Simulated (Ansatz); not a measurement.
All numbers below come from Ansatz, DFT PBE, scalar-relativistic, plane waves, PAW. Settings: cutoff 420 eV, Γ-centred meshes spaced at most about 0.3 Å⁻¹, and about 0.25 Å⁻¹ or finer for metals (2π included), Gaussian smearing. No spin polarisation.

These are static total energies at zero pressure.

Problem. Order these relaxed structures of Mg₃Ge₃N₂ by energy, lowest first, with the energy over the lowest of them.
A.

```cif
data_structure
_symmetry_space_group_name_H-M 'P4/mmm'
_symmetry_Int_Tables_number 123
_cell_length_a 3.1309
_cell_length_b 3.1309
_cell_length_c 12.5100
_cell_angle_alpha 90.000
_cell_angle_beta 90.000
_cell_angle_gamma 90.000
_cell_volume 122.63
loop_
_atom_site_label
_atom_site_type_symbol
_atom_site_symmetry_multiplicity
_atom_site_Wyckoff_symbol
_atom_site_fract_x
_atom_site_fract_y
_atom_site_fract_z
_atom_site_occupancy
Mg1 Mg 2 h 0.50000 0.50000 0.66946 1
Mg2 Mg 1 b 0.00000 0.00000 0.50000 1
Ge1 Ge 1 c 0.50000 0.50000 0.00000 1
Ge2 Ge 2 g 0.00000 0.00000 0.16507 1
N1 N 2 g 0.00000 0.00000 0.67839 1
```

B.

```cif
data_structure
_symmetry_space_group_name_H-M 'P-3m1'
_symmetry_Int_Tables_number 164
_cell_length_a 3.2328
_cell_length_b 3.2328
_cell_length_c 13.9706
_cell_angle_alpha 90.000
_cell_angle_beta 90.000
_cell_angle_gamma 120.000
_cell_volume 126.44
loop_
_atom_site_label
_atom_site_type_symbol
_atom_site_symmetry_multiplicity
_atom_site_Wyckoff_symbol
_atom_site_fract_x
_atom_site_fract_y
_atom_site_fract_z
_atom_site_occupancy
Mg1 Mg 2 d 0.66667 0.33333 0.15577 1
Mg2 Mg 1 a 0.00000 0.00000 0.00000 1
Ge1 Ge 2 d 0.66667 0.33333 0.65283 1
Ge2 Ge 1 b 0.00000 0.00000 0.50000 1
N1 N 2 d 0.33333 0.66667 0.09652 1
```

Solution. B (0 meV/atom), A (68 meV/atom). Forms: B P-3m1; A P4/mmm. Counting Ge or N atoms around Mg (for each partner element, those within 1.25 times its shortest distance or 1.15 times the sum of covalent radii, where it is the nearest in units of that sum or under 1.3; a plus sign parts groups by distance over the sum of covalent radii; a slash parts the counts of unlike sites): B has Mg 3+3/6; A has Mg 2/8. Both come from invented guesses.

Cells relaxed within their symmetry can be saddle points. Some candidate types were left out of the draw beforehand, so a known form may be missing.
